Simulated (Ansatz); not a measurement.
# CdS (Hawleyite) (F-43m) in Ansatz: notebook

Runs on CdS (Hawleyite). Level: LDA. Tasks: single point, equation of state.

Everything below comes from runs of Ansatz 0.2.0. Logs are shortened: lines on timing, memory, paths and dates and some standing lists are left out, and cuts for length are marked.

### 1 The structure

It takes space group F-43m (No. 216, cubic). The conventional cell has a = 5.833 Å, b = 5.833 Å, c = 5.833 Å, α = 90.00°, β = 90.00°, γ = 90.00°. Cd (site symmetry -43m) has 4 S at 2.53 Å as nearest neighbours. S (site symmetry -43m) is surrounded by 4 Cd at 2.53 Å.

### 2 Single point, LDA, 23.32 Å³/atom (volume scaled by 0.94)

Contents of input.yaml:

```yaml
crystal:
  lattice:
    - [0.0, 2.8569628861, 2.8569628861]
    - [2.8569628861, 0.0, 2.8569628861]
    - [2.8569628861, 2.8569628861, 0.0]
  atoms:
    - { symbol: Cd, position: [0.0, 0.0, 0.0] }
    - { symbol: S, position: [0.75, 0.75, 0.75] }
kpoints:
  mp_grid: { grid: [8, 8, 8] }
scf:
  occupations: { method: fermi_dirac, width: 0.05 }
hamiltonian:
  xc: lda
  pseudopotentials: { kind: all_electron, lapw: { basis_error: 0.001 } }
output:
  forces: true
  stress: true
  eigenvalues: true
```

Potentials or basis: all-electron LAPW, scalar-relativistic.

The run is started by

```console
ansatz run input.yaml --threads 1 --pin off --max-ram 3072MiB --backend cpu --events-out ev --progress --plain --runs-dir out
```

The log of the run:

```text
Warning: RAYON_NUM_THREADS=1 ignored (pool sized by the plan → 1); use --threads N
LAPW: plane waves up to 8.246 Å⁻¹, error target 1.0e-3 eV per atom; small_component_spin mean_spin; S in spheres of 1.075 Å, 14 of its electrons in bands, Dirac shells []; Cd in spheres of 1.400 Å, 20 of its electrons in bands, Dirac shells [] (how accurate: hamiltonian.pseudopotentials.lapw.basis_error, Limitations)
Engine: ansatz 0.2.0, aarch64-unknown-linux-gnu
Pseudopotentials: kind: all_electron
Pseudopotential: Cd, LAPW, valence charge 20, lapw/all_electron/scalar/gaussian/Cd, Koelling and Harmon's equation, gaussian nucleus
Pseudopotential: S, LAPW, valence charge 14, lapw/all_electron/scalar/gaussian/S, Koelling and Harmon's equation, gaussian nucleus
Functional definition: SPW92
  exchange = slater_x
  correlation = pw_c
Crystal: 2 atoms, lattice volume = 46.638 Å³
Basis set: ecut = 259.0917986564237 eV, 459 PW (Γ), exchange–correlation at level 2
Bands: 21, of which v1, the nominal top of the filled ones, is band 17 counted from 1 (16 counted from 0)
Symmetry: 24 space group operations
Space group: F-43m (ITA 216), of the structure as read, at distance tolerance 3.6e-5 Å
k-points: 29 of 512 (time reversal used)
Non-local potential: Cd, projectors of the file, none
Non-local potential: S, projectors of the file, none
Initial density: superposition of atomic densities (chi_scale 0.1, normalization cell, long waves kept (reshape's long-wave potential 0.00 eV rms))
Initial wavefunctions: plane waves of lowest kinetic energy (no species holds an atomic orbital)
Functional: x = slater, c = lda
iter 1 solved again at ethr=3.64e-3 eV; its pass at ethr=1.00e-1 eV (dr2=1.24e0 eV) is discarded
SCF iter   1: F=—  HF=-162930.981261 eV  |F-HF|=—  |Δ(HF+E_count)|=         —  Δρ=3.73e-2  dr2=1.24e0  ethr=3.64e-3  ⟨swp⟩=2.0  Hψ=4179  notcnv=0
preconditioner: auto → none  [insulator: Δε(μ)=1.544 eV  Ē_g=12.090 eV  σ=0.050 eV  W_gap=1.00  n_scr=14 (ndim 8)  ℏωp=23.1 eV  f_vac=0.123  D(μ)=0.00/eV (n_scr^D=0)  ε∞_Penn≈4.6]
iter 2 solved again at ethr=1.52e-4 eV; its pass at ethr=3.64e-3 eV (dr2=5.16e-2 eV) is discarded
SCF iter   2: F=—  HF=-162930.531118 eV  |F-HF|=—  |Δ(HF+E_count)|=   4.50e-1  Δρ=1.16e-2  dr2=5.16e-2  ethr=1.52e-4  ⟨swp⟩=2.0  Hψ=3210  notcnv=0
SCF iter   3: F=—  HF=-162930.469789 eV  |F-HF|=—  |Δ(HF+E_count)|=   6.13e-2  Δρ=5.36e-3  dr2=1.06e-2  ethr=1.52e-4  ⟨swp⟩=3.0  Hψ=1846  notcnv=0
SCF iter   4: F=—  HF=-162930.465643 eV  |F-HF|=—  |Δ(HF+E_count)|=         —  Δρ=1.21e-3  dr2=5.92e-4  ethr=3.12e-5  ⟨swp⟩=2.0  Hψ=1662  notcnv=0
the basis was enlarged: its passes take 42.6 KiB over the memory plan, 1 of 1 planned eigensolver slots
SCF iter   5: F=—  HF=-162930.465076 eV  |F-HF|=—  |Δ(HF+E_count)|=   5.66e-4  Δρ=1.69e-4  dr2=7.43e-6  ethr=1.74e-6  ⟨swp⟩=2.0  Hψ=1662  notcnv=0
SCF iter   6: F=—  HF=-162930.465073 eV  |F-HF|=—  |Δ(HF+E_count)|=   3.06e-6  Δρ=2.29e-5  dr2=1.40e-7  ethr=2.18e-8  ⟨swp⟩=2.3  Hψ=1671  notcnv=0
SCF iter   7: F=-162930.465073 eV  HF=-162930.465073 eV  |F-HF|=1.78e-9  |Δ(HF+E_count)|=   6.96e-8  Δρ=2.59e-6  dr2=2.64e-9  ethr=4.11e-10  ⟨swp⟩=3.0  Hψ=1731  notcnv=0
SCF 1 converged in 7 iterations: F = -162930.465073 eV  dr2 = 2.64e-9
SCF converged after 7 iterations
Free energy (F): -162930.465073 eV
Harris-Foulkes:  -162930.465073 eV  (|F-HF|=1.78e-9)
Internal energy: -162930.465073 eV  (E = F + TS)
E sigma→0 (E₀):  -162930.465073 eV
Entropy (-TS):   -0.000000 eV (-0.000 meV/atom)
Fermi energy:    8.969404 eV
--- Per-component energies (eV) ---
  E_band       = -1707.351746
  E_kinetic    = 170161.057432
  E_xc         = -4736.637737
  E_electrostatic = -328354.884768  (all electrons and nuclei)
  E_smearing   = -0.000000  (= −TS)
  E_closure    = 0.000000  (closes the sum)
  E_atoms      = -162923.050266  (free atoms, spherical and without spin; not in F)
  Σ components = -162930.465073   (vs F -162930.465073, Δ=0.00e0)
  Basis errors (estimates in eV, not in F): energy 4.5e-4 per atom: plane waves 4.1e-4 (2.4e-4 summed), levels above the bands 1.8e-68, relativity 3.0e-9, radial functions 3.7e-5, core shells 4.1e-7; eigenvalues (radial functions only) 1.1e-6; not estimated: angular momenta, meshes, grids; target (lapw.basis_error) 1.0e-3; muffin-tin radii S 1.075 Å, Cd 1.400 Å
--- Forces (eV/Å), atoms counted from 1 ---
  atom   1  Cd     0.00000000    -0.00000000    -0.00000000
  atom   2  S     -0.00000000     0.00000000     0.00000000
  max |Σ_I F_I| component: 2.78e-17 eV/Å
--- Stress (GPa, compression-positive) ---
        1.628739      -0.000000      -0.000000
       -0.000000       1.628739       0.000000
       -0.000000       0.000000       1.628739
  P = ⅓ Tr σ = 1.6287 GPa (16.287 kbar)
--- Band table (eV; the first three rows and the last of 29) ---
  k-point 0: bands = ["-195.2288", "-140.9238", "-140.9238", "-140.9238", "-92.7927", "-53.9562", "-53.9562", "-53.9562", "-4.3366", "0.4224", "0.4224", "0.4224", "0.9974", "0.9974", "8.4385", "8.4385", "8.4385", "9.4291", "14.7481", "14.7481", "14.7481"]
  k-point 1: bands = ["-195.2288", "-140.9238", "-140.9238", "-140.9238", "-92.7927", "-53.9564", "-53.9563", "-53.9563", "-4.2626", "0.4491", "0.4491", "0.4755", "0.9958", "0.9958", "7.3088", "8.2973", "8.2973", "10.3230", "14.4925", "14.9650", "14.9650"]
  k-point 2: bands = ["-195.2288", "-140.9238", "-140.9238", "-140.9238", "-92.7927", "-53.9567", "-53.9563", "-53.9563", "-4.0822", "0.5066", "0.5066", "0.6799", "1.0017", "1.0017", "5.7134", "7.9813", "7.9813", "11.0995", "14.5490", "15.2962", "15.2962"]
  k-point 28: bands = ["-195.2288", "-140.9238", "-140.9238", "-140.9238", "-92.7926", "-53.9569", "-53.9568", "-53.9566", "-3.6722", "0.6840", "0.7236", "0.9479", "0.9999", "1.7477", "4.1174", "5.8112", "5.9699", "13.6577", "13.9512", "15.5418", "16.2126"]
```

It took 12 s on 1 thread of Arm Neoverse V1, shared host; peak memory 0.27 GiB.

Results:

```yaml
Free_energy: -162930.4651 eV
Pressure: 1.6 GPa
Band_gap_on_the_k_mesh: 0.99 eV, direct
```

### 3 Single point, LDA, 23.82 Å³/atom (volume scaled by 0.96)

Edit input.yaml of step 2 so:

```diff
@@ -2,5 +2,5 @@
   lattice:
-    - [0.0, 2.8569628861, 2.8569628861]
-    - [2.8569628861, 0.0, 2.8569628861]
-    - [2.8569628861, 2.8569628861, 0.0]
+    - [0.0, 2.8770830059, 2.8770830059]
+    - [2.8770830059, 0.0, 2.8770830059]
+    - [2.8770830059, 2.8770830059, 0.0]
   atoms:
```

Potentials or basis: all-electron LAPW, scalar-relativistic.

The run is started by

```console
ansatz run input.yaml --threads 1 --pin off --max-ram 3072MiB --backend cpu --events-out ev --progress --plain --runs-dir out
```

Run time: 12 s. Hardware: 1 thread of Arm Neoverse V1, shared host; peak memory 0.27 GiB.

It converged, with:

- Free energy: -162930.4704 eV
- Pressure: 0.1 GPa
- Band gap on the k mesh: 0.95 eV, direct

### 4 Single point, LDA, 24.31 Å³/atom (volume scaled by 0.98)

Edit input.yaml of step 3 so:

```diff
@@ -2,5 +2,5 @@
   lattice:
-    - [0.0, 2.8770830059, 2.8770830059]
-    - [2.8770830059, 0.0, 2.8770830059]
-    - [2.8770830059, 2.8770830059, 0.0]
+    - [0.0, 2.8969255847, 2.8969255847]
+    - [2.8969255847, 0.0, 2.8969255847]
+    - [2.8969255847, 2.8969255847, 0.0]
   atoms:
```

The run is started by

```console
ansatz run input.yaml --threads 1 --pin off --max-ram 3072MiB --backend cpu --events-out ev --progress --plain --runs-dir out
```

Run time: 11 s. Hardware: 1 thread of Arm Neoverse V1, shared host; peak memory 0.27 GiB.

It converged, with:

```yaml
Free_energy: -162930.4668 eV
Pressure: -1.2 GPa
Band_gap_on_the_k_mesh: 0.90 eV, direct
```

### 5 Single point, LDA, 24.81 Å³/atom

Edit input.yaml of step 4 so:

```diff
@@ -2,5 +2,5 @@
   lattice:
-    - [0.0, 2.8969255847, 2.8969255847]
-    - [2.8969255847, 0.0, 2.8969255847]
-    - [2.8969255847, 2.8969255847, 0.0]
+    - [0.0, 2.9165, 2.9165]
+    - [2.9165, 0.0, 2.9165]
+    - [2.9165, 2.9165, 0.0]
   atoms:
```

The run is started by

```console
ansatz run input.yaml --threads 1 --pin off --max-ram 3072MiB --backend cpu --events-out ev --progress --plain --runs-dir out
```

It took 11 s on 1 thread of Arm Neoverse V1, shared host; peak memory 0.27 GiB.

Results (log left out):

| Quantity | Value |
| --- | --- |
| Free energy | -162930.4553 eV |
| Pressure | -2.4 GPa |
| Band gap on the k mesh | 0.86 eV, direct |

### 6 Single point, LDA, 25.30 Å³/atom (volume scaled by 1.02)

Edit input.yaml of step 5 so:

```diff
@@ -2,5 +2,5 @@
   lattice:
-    - [0.0, 2.9165, 2.9165]
-    - [2.9165, 0.0, 2.9165]
-    - [2.9165, 2.9165, 0.0]
+    - [0.0, 2.9358151324, 2.9358151324]
+    - [2.9358151324, 0.0, 2.9358151324]
+    - [2.9358151324, 2.9358151324, 0.0]
   atoms:
```

Potentials or basis: all-electron LAPW, scalar-relativistic.

The run is started by

```console
ansatz run input.yaml --threads 1 --pin off --max-ram 3072MiB --backend cpu --events-out ev --progress --plain --runs-dir out
```

Wall time 11 s (1 thread of Arm Neoverse V1, shared host); peak memory 0.27 GiB.

Results (log left out):

| Item | Value |
| --- | --- |
| Free energy | -162930.4369 eV |
| Pressure | -3.5 GPa |
| Band gap on the k mesh | 0.82 eV, direct |

### 7 Single point, LDA, 25.80 Å³/atom (volume scaled by 1.04)

Edit input.yaml of step 6 so:

```diff
@@ -2,5 +2,5 @@
   lattice:
-    - [0.0, 2.9358151324, 2.9358151324]
-    - [2.9358151324, 0.0, 2.9358151324]
-    - [2.9358151324, 2.9358151324, 0.0]
+    - [0.0, 2.9548794012, 2.9548794012]
+    - [2.9548794012, 0.0, 2.9548794012]
+    - [2.9548794012, 2.9548794012, 0.0]
   atoms:
```

The run is started by

```console
ansatz run input.yaml --threads 1 --pin off --max-ram 3072MiB --backend cpu --events-out ev --progress --plain --runs-dir out
```

Run time: 11 s. Hardware: 1 thread of Arm Neoverse V1, shared host; peak memory 0.27 GiB.

It converged, with:

```
Free energy            : -162930.4122 eV
Pressure               : -4.5 GPa
Band gap on the k mesh : 0.78 eV, direct
```

### 8 Single point, LDA, 26.30 Å³/atom (volume scaled by 1.06)

Edit input.yaml of step 7 so:

```diff
@@ -2,5 +2,5 @@
   lattice:
-    - [0.0, 2.9548794012, 2.9548794012]
-    - [2.9548794012, 0.0, 2.9548794012]
-    - [2.9548794012, 2.9548794012, 0.0]
+    - [0.0, 2.9737007966, 2.9737007966]
+    - [2.9737007966, 0.0, 2.9737007966]
+    - [2.9737007966, 2.9737007966, 0.0]
   atoms:
```

The run is started by

```console
ansatz run input.yaml --threads 1 --pin off --max-ram 3072MiB --backend cpu --events-out ev --progress --plain --runs-dir out
```

Wall time 11 s (1 thread of Arm Neoverse V1, shared host); peak memory 0.26 GiB.

The run converged. Its results:

```yaml
Free_energy: -162930.3819 eV
Pressure: -5.3 GPa
Band_gap_on_the_k_mesh: 0.74 eV, direct
```

### 9 Equation of state, LDA

Potentials or basis: all-electron LAPW, scalar-relativistic.

This step only gathers the single runs of the series.

What came out:

```
Equilibrium volume                      : 23.85 Å³/atom
Bulk modulus                            : 68 GPa
Pressure derivative of the bulk modulus : 4.6
```

Energy against volume, from the lowest point:
```tsv
volume (Å³/atom)	energy (meV/atom)
23.319	2.65
23.815	0.00
24.312	1.79
24.808	7.51
25.304	16.75
25.800	29.10
26.296	44.24
```

LDA usually gives volumes a few per cent too small. Zero-point motion and thermal expansion aren't in these numbers.
